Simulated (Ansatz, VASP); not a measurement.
**Two plane-wave programs on Cu**

```
Cu
1.0
     1.75545    1.75545    0.00000
    -1.75545    1.75545    0.00000
     0.00000    0.00000    3.70595
Cu
2
Direct
  0.00000 0.00000 0.00000
  0.50000 0.50000 0.50000
```

Change from the starting cell: uniaxial strain along c, a, b and atoms relaxed: +4.0 %.

Alike in both runs: functional PBEsol; k mesh 20 × 20 × 14; occupations gaussian, width 0.1 eV; no spin polarisation.

Ansatz relaxed the structure, and its values are those at the end. VASP's run is a single point on that final structure, the one shown.

|  | VASP | Ansatz |
| --- | --- | --- |
| version | VASP 6.6.1 | Ansatz 0.2.0 |
| potentials or method | VASP PAW PBE potentials, release 64 (Cu) | scalar-relativistic, plane waves, PAW |
| plane-wave cutoff (eV) | 520 | 420 |
| valence electrons in the cell | 22 | 38 |

VASP gave:

| Quantity | Value |
| --- | --- |
| gap on the k mesh at the Fermi level (eV) | none |
| pressure (GPa) | -0.7 |

Q: What did Ansatz give for the same quantities?

A: gap on the k mesh at the Fermi level (eV): none; pressure (GPa): -1.4.

A gap of «none» marks a metal or a gap that the smearing closes. The two sets of potentials don't hold the same shells in valence.

Caveats: the PAW data sets were made with another functional, which shifts forces and pressure a little (VASP).
